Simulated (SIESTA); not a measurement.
The system is Sn.

```
Sn
1.0
    -2.02919    2.02919    1.66076
     2.02919   -2.02919    1.66076
     2.02919    2.02919   -1.66076
Sn
1
Direct
  0.00000 0.00000 0.00000
```

This isn't the form of Sn at room conditions, which is tetragonal (white tin).

Program: SIESTA 5.4.2. Alike in all runs: task band structure; level PBEsol; no spin polarisation; cell as given; k mesh 10 × 10 × 10; smearing fermi-dirac 0.05 eV; grid cutoff 500 Ry; energy shift 0.003 Ry. Hardware: 1 thread of Arm Neoverse V2, on a shared host.

Q: Order these runs on this cell by their wall time, lowest first.
A. potentials or basis PseudoDojo 0.4 standard (PBEsol files), DZ (energy shift 0.003 Ry; two zetas on semicore shells)
B. potentials or basis PseudoDojo 0.4 standard (PBEsol files), SZ (energy shift 0.003 Ry)
C. potentials or basis PseudoDojo 0.4 standard (PBEsol files), DZP (energy shift 0.003 Ry; two zetas on semicore shells)

A: B (4.9 s), A (11 s), C (28 s).

Caveats: the basis has no polarisation orbitals (some runs).
